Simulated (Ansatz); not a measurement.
# Tb (P6_3/mmc) in Ansatz: equation of state

How stiff is Tb in PBE, and what volume does it want? The cell is scaled to several volumes.

Program: Ansatz 0.2.0. These are calculated values, not measurements. Logs are shortened: lines on timing, memory, paths and dates and some standing lists are left out, and cuts for length are marked.

### 1 The structure

Symmetry: P6_3/mmc, No. 194, hexagonal system. Conventional cell: a = 3.601 Å, b = 3.601 Å, c = 5.694 Å, α = 90.00°, β = 90.00°, γ = 120.00°. Tb (site symmetry -6m2) has 12 Tb at 3.53 to 3.60 Å as nearest neighbours.

### 2 Equation of state, PBE, collinear spin, ferromagnetic start

Potentials or basis: all-electron LAPW, scalar-relativistic.

This step only gathers the single runs of the series.

What came out:

```yaml
Equilibrium_volume: 32.51 Å³/atom
Bulk_modulus_at_fixed_shape_and_positions: 26 GPa
Pressure_derivative_of_the_bulk_modulus: 4.0
```

Energy against volume, from the lowest point:
```
volume (Å³/atom)  energy (meV/atom)
          30.051              16.76
          30.691               8.84
          31.330               3.57
          31.969               0.70
          32.609               0.00
          33.248               1.27
          33.888               4.34
```

Caveat: the cell was scaled at fixed shape and fractional positions, which overstates the stiffness of a crystal with free parameters, most of all of layers and chains.
